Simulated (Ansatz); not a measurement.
The system is HgSe.

```xyz
2
Lattice="0.0000 3.0390 3.0390 3.0390 0.0000 3.0390 3.0390 3.0390 0.0000" Properties=species:S:1:pos:R:3 pbc="T T T"
Hg    0.0000    0.0000    0.0000
Se    4.5585    4.5585    4.5585
```

```yaml
Program: Ansatz 0.2.0
Task: relaxation of cell and atoms
Functional: RPBE
Potentials_or_basis: all-electron LAPW, scalar-relativistic
Basis_error_allowed: 0.001 eV/atom
k_mesh: 8 × 8 × 8
Occupations: fermi-dirac, width 0.05 eV
Spin: no spin polarisation
```

At the start: volume 28.07 Å³/atom.

Problem. Where does the relaxation end?

Solution. Over 5 steps the energy falls by 73.6 meV/atom and the volume is 32.07 Å³/atom (+14.3 %); space group F-43m (No. 216, to 0.05 Å).

Step by step:
| step | energy change (eV) | largest force (eV/Å) | volume (Å³) |
| --- | --- | --- | --- |
| 1 | 0.0000 | 0.0000 | 56.13 |
| 2 | -0.1466 | 0.0000 | 64.75 |
| 3 | -0.1472 | 0.0000 | 64.28 |
| 4 | -0.1472 | 0.0000 | 64.15 |
| 5 | -0.1472 | 0.0000 | 64.15 |

Final structure:
```
CELL_PARAMETERS angstrom
0.00000 3.17721 3.17721
3.17721 0.00000 3.17721
3.17721 3.17721 0.00000
ATOMIC_POSITIONS crystal
Hg 0.00000 0.00000 0.00000
Se 0.75000 0.75000 0.75000
```

Caveat: the volume moved by +14 % from the deposited cell, more than functionals usually miss.
